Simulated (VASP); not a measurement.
# Tl (P6_3/mmc) in VASP: further runs, part 2 of 2

VASP 6.6.1. Earlier steps stand in the parts before.

### 3 Single point, PBE

Contents of INCAR:

```
SYSTEM = Tl
PREC     = Accurate       ! precision mode
ENCUT    = 520            ! plane-wave cutoff, eV
EDIFF    = 1E-6           ! SCF threshold, eV
ISMEAR   = -1             ! smearing method
SIGMA    = 0.05           ! smearing width, eV
LREAL    = .FALSE.        ! projectors in reciprocal space
LASPH    = .TRUE.         ! aspherical terms in the spheres
NELM     = 60             ! most SCF steps
ALGO     = Normal         ! electronic algorithm
ISIF     = 2              ! what is computed and relaxed
LWAVE    = .FALSE.        ! write WAVECAR
LCHARG   = .FALSE.        ! write CHGCAR
GGA      = PE             ! functional
NBANDS   = 20             ! bands
```

Contents of KPOINTS:

```
regular mesh
0
G
  9 9 5
  0 0 0
```

Contents of POSCAR:

```
Tl
1.0
    3.4560000000      0.0000000000      0.0000000000
   -1.7280000000      2.9929837955      0.0000000000
    0.0000000000      0.0000000000      5.5250000000
Tl
2
Direct
    0.6666666667      0.3333333333      0.7500000000
    0.3333333333      0.6666666667      0.2500000000
```

Potentials or basis: VASP PAW PBE potentials, release 64 (Tl_d).

Started as:

```sh
cat potpaw_PBE.64/Tl_d/POTCAR > POTCAR
mpirun -np 1 vasp_std > vasp.out
```

It took 32 s on 1 thread of Intel Xeon Platinum 8375C at 2.90GHz (Ice Lake), shared host; peak memory 0.18 GiB.

The run converged. Its results:

```yaml
Free_energy: -4.3830 eV
Pressure: 3.4 GPa
Band_gap_on_the_k_mesh: none (metal or under the smearing width)
```

Stress tensor (GPa, compression positive):
```
2.90 0.00 0.00
0.00 2.90 0.00
0.00 0.00 4.26
```

Levels at points of the mesh, in eV from the Fermi level:
| k point | band 9 | band 10 | band 11 | band 12 | band 13 | band 14 | band 15 | band 16 | band 17 | band 18 |
| --- | --- | --- | --- | --- | --- | --- | --- | --- | --- | --- |
| (0.00, 0.00, 0.00) | -11.09 | -11.09 | -10.03 | -5.09 | -2.82 | 8.00 | 8.00 | 10.08 | 10.08 | 10.31 |

Spin-orbit coupling is left out, which matters for the levels of Tl.

### 4 Single point, PBEsol

Contents of INCAR:

```
PREC = Accurate
ENCUT = 520
EDIFF = 1E-7
ISMEAR = -1
SIGMA = 0.05
LREAL = False
LASPH = True
NELM = 100
ALGO = Normal
ISIF = 2
LWAVE = False
LCHARG = False
GGA = PS
NBANDS = 20
```

Contents of KPOINTS:

```
regular mesh
0
Gamma
  5 5 3
```

Contents of POSCAR:

```
Tl
1.0
    3.4560000000      0.0000000000      0.0000000000
   -1.7280000000      2.9929837955      0.0000000000
    0.0000000000      0.0000000000      5.5250000000
Tl
2
Direct
    0.6474310000      0.3066820000      0.7374130000
    0.3189720000      0.6319740000      0.2675940000
```

Started as:

```sh
cat potpaw_PBE.64/Tl_d/POTCAR > POTCAR
mpirun -np 1 vasp_std > vasp.out
```

Run time: 27 s. Hardware: 1 thread of Intel Xeon Platinum 8488C (Sapphire Rapids), shared host; peak memory 0.18 GiB.

Results (log left out):

- Free energy: -5.1912 eV
- Pressure: 0.5 GPa
- Largest force: 0.646 eV/Å
- Band gap on the k mesh: none (metal or under the smearing width)

Forces on the atoms (eV/Å):
```
Tl   0.004 -0.001  0.646
Tl  -0.004  0.001 -0.646
```

Stress tensor (GPa, compression positive):
```
-0.04 -0.06  0.04
-0.06 -0.13 -0.03
 0.04 -0.03  1.55
```

Levels at points of the mesh, in eV from the Fermi level:
```
           k point  band 9  band 10  band 11  band 12  band 13  band 14  band 15  band 16  band 17  band 18
(0.00, 0.00, 0.00)  -11.24   -11.21   -10.32    -5.28    -3.03     7.69     7.82     9.76     9.94    10.05
```

Caveat: the k mesh is coarse (spacing up to 0.42 Å⁻¹), so the values aren't converged; the PAW data sets were made with another functional, which shifts forces and pressure a little. The run has no spin-orbit coupling, so splittings on Tl are missing.

### 5 Single point, PBEsol

Contents of INCAR:

```
SYSTEM = Tl
PREC = Accurate ; ENCUT = 520
EDIFF = 1E-7 ; ISMEAR = -1
SIGMA = 0.05 ; LREAL = .FALSE.
LASPH = .TRUE. ; NELM = 100
ALGO = Fast ; ISIF = 2
LWAVE = .FALSE. ; LCHARG = .FALSE.
GGA = PS ; NBANDS = 20
```

Contents of KPOINTS:

```
regular mesh
0
G
  5 5 3
  0 0 0
```

POSCAR is that of step 4.

Potentials or basis: VASP PAW PBE potentials, release 64 (Tl_d).

Started as:

```sh
cat potpaw_PBE.64/Tl_d/POTCAR > POTCAR
mpirun -np 1 vasp_std > vasp.out
```

OUTCAR:

```text
SYSTEM = Tl
   PREC = Accurate
   ENCUT = 520
   EDIFF = 1E-7
   ISMEAR = -1
   LREAL = .FALSE.
   LASPH = .TRUE.
   NELM = 100
   ISIF = 2
   GGA = PS

 ion  position               nearest neighbor table
   1  0.647  0.307  0.737-   2 3.25   2 3.28   2 3.29   2 3.52   2 3.55   2 3.56
   2  0.319  0.632  0.268-   1 3.25   1 3.28   1 3.29   1 3.52   1 3.55   1 3.56

  LATTYP: Found a hexagonal cell.
 ALAT       =     3.4560000000
 C/A-ratio  =     1.5986689815

  Lattice vectors:
[... 192 lines left out ...]
      1      -5.3947      2.00000
      2      -5.1388      2.00000
      3      -5.1215      2.00000
      4      -5.1183      2.00000
      5      -5.1051      2.00000
      6      -5.1027      2.00000
[... 541 lines left out ...]
     19      15.0451      0.00000
     20      15.3602      0.00000

 [... further k-points ...]
[... 5 lines left out ...]
  --------------------------------------------------------------------------------------
  -------------------------------------------------------------------------------------
  Total       -0.0126428     -0.0440317      0.5570365     -0.0206866     -0.0115034      0.0156427
  in kB       -0.3544409     -1.2344265     15.6165050     -0.5799488     -0.3224962      0.4385429
  external PRESSURE =       4.6758792 kB  Pullay stress =       0.0000000 kB

 VOLUME and BASIS-vectors are now :
 -----------------------------------------------------------------------------
  energy-cutoff  :      520.00
  volume of cell :       57.15
      direct lattice vectors                 reciprocal lattice vectors
     3.456000000  0.000000000  0.000000000     0.289351852  0.167057370  0.000000000
    -1.728000000  2.992983795  0.000000000     0.000000000  0.334114739  0.000000000
     0.000000000  0.000000000  5.525000000     0.000000000  0.000000000  0.180995475

 POSITION                                       TOTAL-FORCE (eV/Angst)
 -----------------------------------------------------------------------------------
      1.70758      0.91789      4.07421         0.003816     -0.001349      0.646220
      0.01032      1.89149      1.47846        -0.003816      0.001349     -0.646220
 -----------------------------------------------------------------------------------
    total drift:                               -0.000014     -0.000017      0.000008

  FREE ENERGIE OF THE ION-ELECTRON SYSTEM (eV)
  ---------------------------------------------------
  free  energy   TOTEN  =        -5.1911840337 eV

  energy  without entropy=       -5.1787775081  energy(sigma->0) =       -5.18498077
```

stdout:

```text
POSCAR found type information on POSCAR Tl
 POSCAR found :  1 types and       2 ions
 scaLAPACK will be used
 -----------------------------------------------------------------------------
|                                                                             |
|                                                                             |
|     You enforced a specific xc type in the INCAR file but a different       |
|     I HOPE YOU KNOW WHAT YOU ARE DOING!                                     |
|                                                                             |
 -----------------------------------------------------------------------------

 LDA part: xc-table for (Slater+PW92), standard interpolation
 POSCAR, INCAR and KPOINTS ok, starting setup
 FFT: planning ... GRIDC
 FFT: planning ... GRID_SOFT
 FFT: planning ... GRID
 WAVECAR not read
 entering main loop
```

It took 48 s on 1 thread of Intel Xeon Platinum 8488C (Sapphire Rapids), shared host; peak memory 0.19 GiB.

Results:

```
Free energy            : -5.1912 eV
Pressure               : 0.5 GPa
Largest force          : 0.646 eV/Å
Band gap on the k mesh : none (metal or under the smearing width)
```

Forces on the atoms (eV/Å):
```
Tl   0.004 -0.001  0.646
Tl  -0.004  0.001 -0.646
```

Levels at points of the mesh, in eV from the Fermi level:
| k point | band 10 | band 11 | band 12 | band 13 | band 14 | band 15 | band 16 | band 17 |
| --- | --- | --- | --- | --- | --- | --- | --- | --- |
| (0.00, 0.00, 0.00) | -11.21 | -10.32 | -5.28 | -3.03 | 7.69 | 7.82 | 9.76 | 9.94 |

Caveat: the k mesh is coarse (spacing up to 0.42 Å⁻¹), so the values aren't converged; the PAW data sets were made with another functional, which shifts forces and pressure a little. Spin-orbit coupling is left out, which matters for the levels of Tl.

### 6 Summary

```tsv
level	cell	k mesh	mesh quality	gap on the mesh (eV)	pressure (GPa)
PBE	volume scaled by 1.06	9 × 9 × 5	not flagged	none	1.1
PBE	P6_3/mmc, 28.57 Å³/atom	9 × 9 × 5	not flagged	none	3.4
PBEsol	P-1, 28.57 Å³/atom	5 × 5 × 3	coarse	none	0.5
```

Some of these runs hold the atoms at other places in the same cell, which the table doesn't show; runs alike in all that it shows share one row.

Alike in all rows: task single point; potentials or basis VASP PAW PBE potentials, release 64 (Tl_d); no spin polarisation; cutoff (eV) 520; smearing fermi-dirac 0.05 eV.

Caveats: some runs use coarse meshes; the PAW data sets were made with another functional, which shifts forces and pressure a little (some runs).

Absolute energies hang on the potentials; compare differences alone.
